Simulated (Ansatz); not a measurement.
## Nb under changes of volume

One of the cells (18.922 Å³/atom); the others are scaled copies at fixed shape and fractional positions:

```xyz
1
Lattice="0.0000 2.1150 2.1150 2.1150 0.0000 2.1150 2.1150 2.1150 0.0000" Properties=species:S:1:pos:R:3 pbc="T T T"
Nb    0.0000    0.0000    0.0000
```

This isn't the form of Nb at room conditions, which is bcc.

```yaml
Program: Ansatz 0.2.0
Functional: PBEsol
Potentials_or_basis: Ansatz PAW
Cutoff: "420 eV (not typed: the program's choice for these potentials)"
k_mesh: 11 × 11 × 11
Occupations: fermi-dirac, width 0.05 eV
Spin: no spin polarisation
```

```tsv
volume (Å³/atom)	energy over the lowest point (meV/atom)	pressure (GPa)
17.786	2.52	3.0
18.165	0.00	-0.8
18.543	6.14	-4.3
18.922	20.13	-7.4
19.300	41.18	-10.2
19.679	?	?
20.057	101.62	-15.0
```

What does the run at 19.679 Å³/atom give?

Energy over the lowest point 68.57 meV/atom; pressure -12.7 GPa.

Worked out: A Birch-Murnaghan fit of order 3 (a polynomial in V^(-2/3)) to the other rows has its minimum at 18.08 Å³/atom with B0 = V·E''(V) = 180 GPa and B' = 4.1. It gives 68.58 meV/atom at 19.679 Å³/atom, against the run's 68.57, and -dE/dV = -12.8 GPa, against -12.7.

Energies are extrapolated to zero smearing.

Caveats: the PAW data sets come from PBE, with cores solved anew for the run's functional, which leaves a small shift of forces and pressure.
